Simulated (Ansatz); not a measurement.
# AgCl: frozen-core PAW against all-electron methods

```
CELL_PARAMETERS angstrom
1.87091 -5.55660 0.00000
1.87091 5.55660 0.00000
0.00000 0.00000 3.92404
ATOMIC_POSITIONS crystal
Ag 0.39656 0.60344 0.75000
Ag 0.60344 0.39656 0.25000
Cl 0.86545 0.13455 0.25000
Cl 0.13455 0.86545 0.75000
```

Atom numbers follow the list: Ag1, Ag2, Cl3, Cl4.

Structure from Materials Project entry mp-570858 (possibly hypothetical), not relaxed further.

All numbers are computed: DFT, PBEsol, PAW with Ansatz's default frozen-core files, scalar-relativistic (Ansatz 0.2.0); DFT, PBEsol, all-electron PAW with datasets made for the crystal, scalar-relativistic (Ansatz 0.2.0); DFT, PBEsol, all-electron LAPW, scalar-relativistic (Ansatz 0.2.0).

For PAW: a Γ-centred 9×9×8 k mesh, Fermi–Dirac smearing of 0.03 eV, cutoff 420 eV, no spin polarisation; the PAW files were made with PBE, and the program remakes their frozen cores for this functional. The crystal-made all-electron datasets (AE datasets) take a cutoff of 260 eV at this cell. LAPW targets a basis error of 1 meV/atom. The Ansatz runs share mesh, smearing and spin set-up. Plane-wave (PAW) pressures include the program's estimate of the Pulay term.

Stress and pressure are positive in compression.

Spin–orbit coupling is left out, which moves gradients at and beside heavy atoms by some per cent and at worst by a factor of two.

Levels count from the top of the valence band.

```json
{"quantity": "pressure (GPa)", "PAW": "-2.89", "AE datasets": "-2.88", "LAPW": "-2.88"}
{"quantity": "stress xx (GPa)", "PAW": "-3.02", "AE datasets": "-3.01", "LAPW": "-3.01"}
{"quantity": "stress yy (GPa)", "PAW": "-2.32", "AE datasets": "-2.32", "LAPW": "-2.32"}
{"quantity": "stress zz (GPa)", "PAW": "-3.33", "AE datasets": "-3.32", "LAPW": "-3.32"}
{"quantity": "force on Ag1, y (eV/Å)", "PAW": "-0.020", "AE datasets": "-0.021", "LAPW": "-0.020"}
{"quantity": "force on Cl3, y (eV/Å)", "PAW": "-0.025", "AE datasets": "-0.024", "LAPW": "-0.025"}
{"quantity": "band gap (eV)", "PAW": "0.307", "AE datasets": "0.308", "LAPW": "0.310"}
{"quantity": "highest filled level at E0 (eV)", "PAW": "-1.382", "AE datasets": "-1.383", "LAPW": "-1.381"}
{"quantity": "lowest empty level at E0 (eV)", "PAW": "2.823", "AE datasets": "2.824", "LAPW": "2.826"}
{"quantity": "highest filled level at Z (eV)", "PAW": "-0.117", "AE datasets": "-0.118", "LAPW": "-0.116"}
{"quantity": "lowest empty level at Z (eV)", "PAW": "4.238", "AE datasets": "4.239", "LAPW": "4.240"}
{"quantity": "highest filled level at Y (eV)", "PAW": "-1.486", "AE datasets": "-1.486", "LAPW": "-1.485"}
{"quantity": "lowest empty level at Y (eV)", "PAW": "1.942", "AE datasets": "1.943", "LAPW": "1.945"}
{"quantity": "field gradient Vzz at Ag1 (10²¹ V/m²)", "PAW": "4.78", "AE datasets": "4.75", "LAPW": "–"}
{"quantity": "field gradient Vzz at Cl3 (10²¹ V/m²)", "PAW": "-5.62", "AE datasets": "-5.59", "LAPW": "–"}
```

PAW's pressure differs from the LAPW value by about 0.01 GPa or less.
